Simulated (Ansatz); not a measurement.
# Bands of ScAl

```
Sc Al
1.0
     3.37035    0.00000    0.00000
     0.00000    3.37035    0.00000
     0.00000    0.00000    3.37035
Sc Al
1 1
Direct
  0.50000 0.50000 0.50000
  0.00000 0.00000 0.00000
```

Atoms are numbered in the order listed.

Structure from Materials Project entry mp-331 (possibly hypothetical), not relaxed further.

Method: Ansatz 0.2.0, DFT, LDA, all-electron LAPW, Dirac equation with spin-orbit coupling.

The runs use a Γ-centred 10×10×10 k mesh, Fermi–Dirac smearing of 0.05 eV, basis error target 0.25 meV/atom, no spin polarisation.

Points in fractions of the reciprocal vectors of this cell: Γ (0, 0, 0), X (0, 0.5, 0), M (0.5, 0.5, 0), R (0.5, 0.5, 0.5). The path joins them by straight lines in the order Γ–X–M–Γ–R–X–R–M; legs that retrace an earlier one aren't tabulated. Energies are in eV from the Fermi level.

Question: Is there a gap?

Answer: none: bands cross the Fermi level, a metal.

Question: List the levels between -20 and 2 eV at the symmetry points.

Answer: 
Γ: -8.42 (×2), -0.69 (×4)
X: -5.66 (×2), -4.51 (×2), 0.22 (×2), 0.72 (×2), 0.73 (×2)
M: -4.73 (×2), -1.81 (×2), -1.79 (×2), -0.84 (×2), 1.47 (×2), 1.48 (×2)
R: -2.55 (×2), -2.54 (×4), -0.57 (×2)
